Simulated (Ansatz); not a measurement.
# AuCu: changing spin-orbit coupling

It takes space group P4/mmm (No. 123, tetragonal). Conventional cell: a = 2.811 Å, b = 2.811 Å, c = 3.685 Å, α = 90.00°, β = 90.00°, γ = 90.00°. Au (site symmetry 4/mmm) has 8 Cu at 2.71 Å and 4 Au at 2.81 Å as nearest neighbours. Cu (site symmetry 4/mmm) has 8 Au at 2.71 Å and 4 Cu at 2.81 Å as nearest neighbours.

Kept alike: task band structure; functional PBEsol; k mesh 9 × 9 × 7; occupations fermi-dirac, width 0.05 eV. Program: Ansatz, Ansatz PAW, cutoff 420 eV. The mesh is that of the run's cell of 2 atoms.

```csv
spin-orbit coupling,pressure (GPa)
off,-3.96
on,-4.93
```

Pressure is positive in compression, with a Pulay correction for the finite cutoff. For a metal such a mesh leaves the last digits unconverged. All rows use potentials made for PBE.

Task: What does spin-orbit coupling change here?

Result: The pressure runs from -4.93 (on) to -3.96 GPa (off).

At this fixed cell the pressure is negative in both calculations, so the lattice is stretched relative to its equilibrium volume and would tend to shrink. Spin-orbit coupling strengthens that tendency, taking the pressure from -3.96 to -4.93 GPa, which suggests a slightly smaller equilibrium volume when it is included.

The effect most likely originates on Au, whose 5d shell has a far larger spin-orbit splitting than the 3d shell of Cu. In a nominally filled d shell the splitting largely cancels in the summed band energy. What remains comes from the mixing of occupied d states with empty states of sp and d character. This mixing depends on interatomic distance through hybridization and band width, and can therefore add a small cohesive contribution to the pressure. It is distinct from the scalar-relativistic contraction of the Au 6s shell, which is the better-known cause of the short bonds of gold. A single pressure does not show whether the additional contraction would fall mainly within the Au and Cu layers or along the stacking axis.
